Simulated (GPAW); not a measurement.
Here is a GPAW 26.7.0 calculation.

Contents of run.py:

```python
from ase import Atoms
from ase.dft.bandgap import bandgap
from ase.io import write
from ase.units import GPa
from gpaw import GPAW, PW

atoms = Atoms(['Pb', 'Se'],
              cell=[[0.0, 3.06065, 3.06065],
                    [3.06065, 0.0, 3.06065],
                    [3.06065, 3.06065, 0.0]],
              scaled_positions=[[0.0, 0.0, 0.0],
                                [0.5, 0.5, 0.5]],
              pbc=True)

calc = GPAW(mode=PW(450),
            xc='LDA',
            kpts={'size': (6, 6, 6), 'gamma': True},
            occupations={'name': 'fermi-dirac', 'width': 0.05},
            nbands=19,
            maxiter=120,
            txt='gpaw.txt')
atoms.calc = calc
energy = atoms.get_potential_energy()
forces = atoms.get_forces()
stress = atoms.get_stress()
calc.write('gs.gpw')
write('result.traj', atoms)
print(f'Energy: {energy:.6f} eV')
print('Forces (eV/A):')
print(forces.round(4))
print('Stress (GPa):', (stress / GPa).round(3))
print('Fermi level:', round(calc.get_fermi_level(), 4), 'eV')
print(f'Gap: {bandgap(calc)[0]:.4f} eV, direct: {bandgap(calc, direct=True)[0]:.4f} eV')
```

Potentials or basis: the program's PAW data sets (release 1.2.1) made for this functional, pw.

Launch:

```sh
$ OMP_NUM_THREADS=1 python run.py
```

Question: Predict the band gap on the k mesh.

Answer: 0.15 eV, direct.

Question: What does it give for the pressure?

Answer: -3.1 GPa.

Caveat: the cutoff is short for stress and forces, so pressures can be off by a GPa or more; spin-orbit coupling is left out, which as a rule narrows the gap of such compounds by several tenths of an eV.

**The experiment to reproduce.**

A printed reference work, monograph reports, for a bulk crystal of PbSe at 300 K: band gap 0.28 eV (direct).

Against the measured gap of PbSe, 0.28 eV (direct; 300 K; a printed reference work, monograph), the calculated 0.15 eV is off by -0.13 eV. 2 values of this kind are on record (0.15 to 0.28 eV); this one was drawn at random. Spin-orbit coupling on Pb, Se is left out. The value is that of LDA on a finite k mesh, which can miss the band edges, without temperature or zero-point motion. Semilocal functionals fall short of measured gaps as a rule.
